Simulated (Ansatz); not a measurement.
## C₃H₈S, SMILES CCCS: a ranking of conformers, step by step

Computed with Ansatz 0.2.0, Python API.

At the Python prompt:
```pycon
>>> import ansatz as az
>>> from rdkit import Chem
>>> from rdkit.Chem import AllChem
>>> rd = Chem.AddHs(Chem.MolFromSmiles("CCCS"))
>>> ids = list(AllChem.EmbedMultipleConfs(rd, numConfs=20, randomSeed=666, pruneRmsThresh=0.4))
>>> field = [energy for _, energy in AllChem.MMFFOptimizeMoleculeConfs(rd)]
>>> distinct = {round(e, 2): i for i, e in zip(ids, field)}
>>> chosen = sorted(distinct.items())[:5]
>>> found = []
>>> for force_field, index in chosen:
...     system = az.Crystal.molecule()
...     for atom, xyz in zip(rd.GetAtoms(), rd.GetConformer(index).GetPositions()):
...         system = system.atom(atom.GetSymbol(), xyz.round(5).tolist())
...     model = (
...         system.calculation()
...         .basis(gaussian="def2-SVP")
...         .functional("PBE", dispersion="d4")
...     )
...     found.append(model.run(threads=1, backend="cpu").report["free_energy_ev"])
...
>>> print("conformer   MMFF (kcal/mol)   this level (eV)")
conformer   MMFF (kcal/mol)   this level (eV)
>>> for (force_field, index), e in zip(chosen, found):
...     print(f"{index:9d} {force_field - chosen[0][0]:17.2f} {(e - min(found)):17.3f}")
...
        0              0.00             0.029
        2              0.24             0.000
```

The conformers keep their force-field geometries. The whole script took 5.9 s on 1 thread of Arm Neoverse V1, with other jobs on the host, peak memory 0.22 GiB.
